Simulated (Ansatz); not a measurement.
Starting cell, LiI (rock salt):

```xyz
4
Lattice="0.0000 6.0190 6.0190 3.0095 3.0095 6.0190 3.0095 3.0095 0.0000" Properties=species:S:1:pos:R:3 pbc="T T T"
I      0.0000     0.0000     0.0000
I      3.0095     6.0190     3.0095
Li     3.0095     3.0095     3.0095
Li     3.0095     6.0190     6.0190
```

The atoms are displaced by Q × the pattern below (from a DFPT mode at X = (0.5, 0.5, 0.0), largest move 1; Q in Å), at fixed cell. (q is in reciprocal vectors of the primitive cell; the cell shown is doubled to hold the pattern.)

```csv
atom,x,y,z
I1,0.000,0.000,-0.974
I2,0.000,0.000,0.974
Li3,0.000,0.000,-1.000
Li4,0.000,0.000,1.000
```

All values below come from PBE (plane waves to 420 eV, PAW, scalar-relativistic; Ansatz, a quantum-chemistry and plane-wave program). k mesh 10×10×10 (Γ-centred), Fermi-Dirac smearing 0.05 eV. LiI was relaxed with its symmetry unable to fall. Spin-orbit coupling is left out, though I is heavy. 

| Q (Å) | −dE/dQ from forces (eV/Å) |
|---|---|
| -0.100 | 0.586 |
| -0.083 | 0.485 |
| -0.067 | 0.386 |
| -0.050 | 0.288 |
| -0.033 | 0.192 |
| -0.017 | 0.096 |
| 0.000 | 0.000 |
| 0.017 | -0.096 |
| 0.033 | -0.192 |
| 0.050 | -0.288 |
| 0.067 | -0.386 |
| 0.083 | -0.485 |
| 0.100 | -0.586 |

Question: What harmonic wavenumber does the curvature at Q = 0 give?

Answer: 78 cm⁻¹. E″ = 5.73 eV/Å², M = Σ mᵢ|uᵢ|² = 254.6 u, ν̃ = 521.5·√(|E″|/M).

(A displaced cell: forces are minus the slopes of the energy, force constants its curvatures, and phonons follow from these.)
